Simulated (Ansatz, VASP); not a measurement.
**Two plane-wave programs on Cr**

```
Cr
1.0
    -1.47800    1.47800    1.44195
     1.47800   -1.47800    1.44195
     1.47800    1.47800   -1.44195
Cr
1
Cartesian
  0.0000 0.0000 0.0000
```

Change from the starting cell: strain +0.025 along x and y, +0.000 along z, atoms carried along.

Alike in both runs: task single point; functional PBEsol; k mesh 24 × 24 × 24; occupations gaussian, width 0.15 eV; no spin polarisation.

|  | VASP | Ansatz |
| --- | --- | --- |
| version | VASP 6.6.1 | Ansatz 0.2.0 |
| potentials or method | VASP PAW PBE potentials, release 64 (Cr_pv) | scalar-relativistic, plane waves, PAW |
| plane-wave cutoff (eV) | 520 | 420 |
| valence electrons in the cell | 12 | 14 |

```csv
,VASP,Ansatz,Ansatz less VASP
gap on the k mesh at the Fermi level (eV),none,none,-
pressure (GPa),-26.9,-26.5,+0.39
largest component of the traceless stress (GPa),4.75,4.78,+0.038
```

A gap of «none» marks a metal or a gap that the smearing closes. The two sets of potentials don't hold the same shells in valence.

Caveats: so large a pressure means that the cell lies far from this level's equilibrium, or that cutoff or potentials fall short (VASP); the potentials were made for another functional, which shifts forces and pressure (VASP); the run has no spin polarisation, though such a crystal can be magnetic. Spin polarisation is off, so any magnetic state and its effect on volume and gap are missing.
